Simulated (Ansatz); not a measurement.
Slab: MoS2, a slab with vacuum.

```
Mo S
1.0
     3.18402    0.00000    0.00000
    -1.59201    2.75744    0.00000
     0.00000    0.00000   28.38732
Mo S
3 6
Direct
  0.33333 0.66667 0.22816
  0.33333 0.66667 0.77184
  0.66667 0.33333 0.00000
  0.66667 0.33333 0.17349
  0.66667 0.33333 0.71719
  0.33333 0.66667 0.94533
  0.66667 0.33333 0.28281
  0.66667 0.33333 0.82651
  0.33333 0.66667 0.05467
```

Base run:

- Program: Ansatz 0.2.0
- Functional: r2SCAN
- Potentials or basis: Ansatz PAW
- Cutoff: 500 eV (not typed: the program's choice for these potentials)
- k mesh: 10 × 10 × 1
- Occupations: fermi-dirac, width 0.05 eV
- Spin: no spin polarisation

Its results: band gap on the k mesh 1.38 eV, indirect (least direct gap 1.99 eV); largest force 0.017 eV/Å.

Problem. The run is repeated on the same cell with these changes: functional from r2SCAN to PBEsol; cutoff from 500 eV (not typed: the program's choice for these potentials) to 420 eV (not typed: the program's choice for these potentials). What comes out?

Solution. Band gap on the k mesh 1.29 eV, indirect (least direct gap 1.88 eV); largest force 0.150 eV/Å.

Caveats: the k mesh misses the band edges, so the gap on the mesh is wider than the one along the path; the PAW data sets come from PBE, with cores solved anew for the run's functional, which leaves a small shift of forces and pressure.
